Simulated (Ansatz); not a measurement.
**TiPbO3: relaxation (Ansatz)**

Launch command:

```bash
ansatz run input.yaml --threads 2 --pin off --max-ram 2560MiB --backend cpu --events-out ev --progress --plain --runs-dir out
```

Input:

```yaml
crystal:
  lattice:
    - [3.90221972, 0.0, 0.0]
    - [0.0, 3.90221972, 0.0]
    - [0.0, 0.0, 4.13849376]
  atoms:
    - { symbol: Pb, position: [0.0, 0.0, 0.0] }
    - { symbol: Ti, position: [0.5, 0.5, 0.5368] }
    - { symbol: O, position: [0.5, 0.5, 0.11] }
    - { symbol: O, position: [0.5, 0.0, 0.609] }
    - { symbol: O, position: [0.0, 0.5, 0.609] }
  symmetry: { tolerance: 0.0003 }
kpoints:
  mp_grid: { grid: [7, 7, 6], shift: [0, 0, 0] }
magnetization:
  spin_polarized: false
scf:
  occupations: { method: fermi_dirac }
  lower_state_search: "off"
hamiltonian:
  pseudopotentials: { kind: paw }
  xc: r2scan
  hubbard:
    projectors: all-electron-ortho-atomic
    sites: [{ species: Ti, l: d, u_eff: 3.81 }]
basis:
  ecutwfc: 500
  fft_grid_basis: typed
relax:
  max_steps: 60
  cell: { p_target: 0.0 }
output:
  forces: true
  stress: true
  eigenvalues: true
  bader: true
  populations: true
  elf: true
  write_potential: true
  volumetric_format: npy
  dos:
    e_range: [-12, 8]
    de: 0.05
    projected: { site_lists: { O: [O], Pb: [Pb], Ti: [Ti] } }
checkpoint:
  read: saved_state
```

Origin of the cell: a database entry, scaled a little.

The smearing width isn't typed, so it takes its default of 0.1 eV.

The saved state is a converged single point of the same cell.

Steps («new basis» is an SCF on plane waves selected anew at the same cell):

```tsv
step	ΔF (meV/atom)	max force component (eV/Å)	P (GPa)	volume (Å³)	SCF iterations	step was
1	0.0	0.659	2.38	63.02	7	accepted
2	-3.2	0.171	0.55	63.78	7	accepted
3	-3.4	0.141	-0.17	63.90	6	accepted
4	-3.8	0.095	-0.12	64.06	6	accepted
5	-3.9	0.113	-0.12	64.15	5	accepted
6	-4.2	0.073	0.01	64.37	6	accepted
7	-4.6	0.194	0.30	65.52	7	accepted
8	-4.8	0.010	-0.02	65.77	6	accepted
9	-4.8	0.002	0.02	65.90	9	accepted
10	-5.1	0.002	0.02	65.90	7	new basis
```

Before:

Space group P4mm (No. 99); the run's cell has a = 3.902 Å, b = 3.902 Å, c = 4.138 Å, α = 90.00°, β = 90.00°, γ = 90.00°. Shortest distances: O–Ti 1.77 Å, O–Pb 2.53 Å, O–O 2.76 Å, Pb–Ti 3.36 Å.

After:

Space group P4mm (No. 99); the run's cell has a = 3.870 Å, b = 3.870 Å, c = 4.399 Å, α = 90.00°, β = 90.00°, γ = 90.00°. Shortest distances: O–Ti 1.76 Å, O–Pb 2.48 Å, O–O 2.74 Å, Pb–Ti 3.38 Å.

```
CELL_PARAMETERS angstrom
3.87030 0.00000 0.00000
0.00000 3.87030 0.00000
0.00000 0.00000 4.39926
ATOMIC_POSITIONS crystal
Pb 0.00000 0.00000 0.97522
Ti 0.50000 0.50000 0.52318
O 0.50000 0.50000 0.12325
O 0.50000 0.00000 0.62158
O 0.00000 0.50000 0.62158
```

```yaml
Free_energy_lowered_by: 5.1 meV/atom
Volume_change: 4.57 %
Final_pressure: 0.02 GPa
Relaxation_steps_listed: 10
```

Caveats: no spin-orbit coupling, though heavy elements are present; the relaxation held the start's symmetry, so the end may be a saddle point.

The run took 65 s of wall time on 2 CPU thread(s) of a shared host, from a saved density.
